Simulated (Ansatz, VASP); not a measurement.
**One calculation of Si, two programs**

```
Si
1.0
     0.00000    2.72205    2.72205
     2.72205    0.00000    2.72205
     2.72205    2.72205    0.00000
Si
2
Direct
  0.50000 0.50000 0.50000
  0.75000 0.75000 0.75000
```

Alike in both runs: functional r2SCAN; k mesh 8 × 8 × 8; occupations gaussian, width 0.02 eV; no spin polarisation.

Ansatz relaxed the structure, and its values are those at the end. VASP's run is a single point on that final structure, the one shown.

|  | VASP | Ansatz |
| --- | --- | --- |
| version | VASP 6.6.1 | Ansatz 0.2.0 |
| potentials or method | VASP PAW PBE potentials, release 64 (Si) | scalar-relativistic, plane waves, PAW |
| plane-wave cutoff (eV) | 520 | 500 |
| valence electrons in the cell | 8 | 8 |

```csv
,VASP,Ansatz,Ansatz less VASP
gap on the k mesh at the Fermi level (eV),0.83,0.81,-0.014
least direct gap on the mesh (eV),2.75,2.74,-0.017
pressure (GPa),-0.2,0.0,+0.22
```

The functional is the same, so the differences come from potentials, cutoffs and numerics.

Caveats: the PAW data sets were made with another functional, which shifts forces and pressure a little (VASP). r2SCAN opens gaps a little over a GGA but as a rule still falls short of measured ones. A k mesh can miss the band edges.
